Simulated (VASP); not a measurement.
Fe, 3 atoms in the cell. The structure is trigonal, space group R-3m (No. 166). Conventional cell: a = 2.523 Å, b = 2.523 Å, c = 19.583 Å, α = 90.00°, β = 90.00°, γ = 120.00°. Fe (site symmetry -3m) has 12 Fe at 2.52 to 2.62 Å as nearest neighbours. Around Fe (site symmetry 3m) lie 12 Fe at 2.52 to 2.62 Å. The cell was built by a generator and needn't be a form met in nature.

```yaml
Program: VASP 6.6.1
Task: single point
Functional: PBE
Potentials_or_basis: VASP PAW PBE potentials, release 64 (Fe)
Cutoff: 520 eV
k_mesh: 9 × 9 × 9
Occupations: gaussian, width 0.1 eV
Spin: collinear spin, typed start
Starting_moments: "[3.1, 3.13, 3.13] μB"
Dipole_correction: no
Further_INCAR_settings: ALGO = Normal; EDIFF = 1e-06; NBANDS = 23
```

Potentials or basis: VASP PAW PBE potentials, release 64 (Fe).

Launch:

```bash
$ cat potpaw_PBE.64/Fe/POTCAR > POTCAR
$ mpirun -np 1 vasp_std > vasp.out
```

Hardware: 1 thread of Intel(R) Xeon(R) Platinum 8488C (Sapphire Rapids) (shared host).

Question: How long does it take, and how much memory?

Answer: It took 8.5 min on 1 thread of Intel(R) Xeon(R) Platinum 8488C (Sapphire Rapids) (shared host), peak memory 0.48 GiB. Counts: scf iterations 16, k points 85.
